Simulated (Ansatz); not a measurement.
**TePt: band structure with r2SCAN+U**

TePt:

```
Pt Te
1.0
     0.00000    3.24504    3.24504
     3.24504    0.00000    3.24504
     3.24504    3.24504    0.00000
Pt Te
1 1
Direct
  0.00000 0.00000 0.00000
  0.25000 0.25000 0.25000
```

Measurements of this composition are mostly on another form, of space group No. 166.

```json
{
 "Program": "Ansatz 0.2.0",
 "Task": "band structure",
 "Functional": "r2SCAN",
 "Potentials or basis": "Ansatz PAW",
 "Cutoff": "500 eV (not typed: the program's choice for these potentials)",
 "k mesh": "7 × 7 × 7",
 "Occupations": "fermi-dirac, width 0.05 eV",
 "Spin": "no spin polarisation",
 "Hubbard terms": "Pt d U = 1 eV",
 "Path": "[[\"G\", \"X\", \"W\", \"K\", \"G\", \"L\", \"U\", \"W\", \"L\", \"K\"], [\"U\", \"X\"]]",
 "Points for each segment of the path": "14",
 "Hubbard projectors": "ortho-atomic (the default)",
 "Double counting": "fll (the default)"
}
```

```
Pressure               : -12.4 GPa
Band gap on the k mesh : none (metal or under the smearing width)
```

Levels at the corners of the path, in eV from the Fermi level:
| point | band 14 | band 15 | band 16 | band 17 | band 18 | band 19 | band 20 | band 21 | band 22 | band 23 |
| --- | --- | --- | --- | --- | --- | --- | --- | --- | --- | --- |
| Γ | -2.39 | -2.39 | 1.34 | 1.85 | 1.85 | 1.85 | 5.96 | 5.96 | 5.96 | 8.32 |
| X | -2.21 | -2.15 | -2.10 | -0.89 | -0.89 | 4.03 | 4.28 | 9.34 | 10.67 | 10.67 |
| W | -2.43 | -2.19 | -1.61 | -1.60 | -0.48 | 4.90 | 6.12 | 7.02 | 7.67 | 11.30 |
| K | -2.48 | -2.31 | -1.75 | -1.16 | -0.36 | 4.20 | 5.56 | 8.44 | 8.76 | 9.42 |
| Γ | -2.39 | -2.39 | 1.34 | 1.85 | 1.85 | 1.85 | 5.96 | 5.96 | 5.96 | 8.32 |
| L | -2.31 | -2.31 | -2.02 | 0.62 | 0.62 | 2.66 | 6.86 | 6.86 | 8.09 | 9.22 |
| U | -2.48 | -2.31 | -1.75 | -1.16 | -0.36 | 4.20 | 5.56 | 8.44 | 8.76 | 9.42 |
| W | -2.43 | -2.19 | -1.61 | -1.60 | -0.48 | 4.90 | 6.12 | 7.02 | 7.67 | 11.30 |
| L | -2.31 | -2.31 | -2.02 | 0.62 | 0.62 | 2.66 | 6.86 | 6.86 | 8.09 | 9.22 |
| K | -2.48 | -2.31 | -1.75 | -1.16 | -0.36 | 4.20 | 5.56 | 8.44 | 8.76 | 9.42 |
| U | -2.48 | -2.31 | -1.75 | -1.16 | -0.36 | 4.20 | 5.56 | 8.44 | 8.76 | 9.42 |
| X | -2.21 | -2.15 | -2.10 | -0.89 | -0.89 | 4.03 | 4.28 | 9.34 | 10.67 | 10.67 |

Eigenvalues of the final occupation matrices:
```tsv
site	spin	trace	eigenvalues
site 1	1	4.56	0.88 0.88 0.88 0.96 0.96
```

Wall time 15 s on 2 threads of Arm Neoverse V1 (shared host), peak memory 0.63 GiB.

Caveat: spin-orbit coupling is left out, which moves the levels of the heavy elements; U without spin polarisation on a metal has little footing; the PAW data sets come from PBE, with cores solved anew for the run's functional, which leaves a small shift of forces and pressure; the U is typed as a test and isn't derived for this compound.
